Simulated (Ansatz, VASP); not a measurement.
**One calculation of InPd, 5 ways**

The starting cell:

```xyz
2
Lattice="3.2719 0.0000 0.0000 0.0000 3.2719 0.0000 0.0000 0.0000 3.2719" Properties=species:S:1:pos:R:3 pbc="T T T"
In    0.0000    0.0000    0.0000
Pd    1.6359    1.6359    1.6359
```

The cell comes from a database or a generator and needn't be the stable form of this composition.

Alike in all runs: task relaxation of cell and atoms; functional PBE; k mesh 8 × 8 × 8; occupations fermi-dirac, width 0.05 eV; no spin polarisation; no spin-orbit coupling.

```
                       program and potentials  plane-wave cutoff (eV)                                      notes  equilibrium volume (Å³/atom)
                           Ansatz, Ansatz PAW                     420  15.5 valence electrons an atom on average                         18.04
           VASP, PBE PAW files In, Pd, 580 eV                     580   6.5 valence electrons an atom on average                         17.96
         VASP, PBE PAW files In_d, Pd, 600 eV                     600  11.5 valence electrons an atom on average                         18.04
   VASP, PBE PAW files In_d_GW, Pd_GW, 630 eV                     630  11.5 valence electrons an atom on average                         17.98
VASP, PBE PAW files In_d_GW, Pd_sv_GW, 680 eV                     680  15.5 valence electrons an atom on average                         17.99
```

The equilibrium volume spans 17.96 (VASP, PBE PAW files In, Pd, 580 eV) to 18.04 Å³/atom (VASP, PBE PAW files In_d, Pd, 600 eV). Relaxations stop with a little pressure left, so the last digit of a volume isn't settled.

The functional is the same throughout but for its coding, so the spread measures potentials, basis and numerics; runs on potential files found faulty are left out.
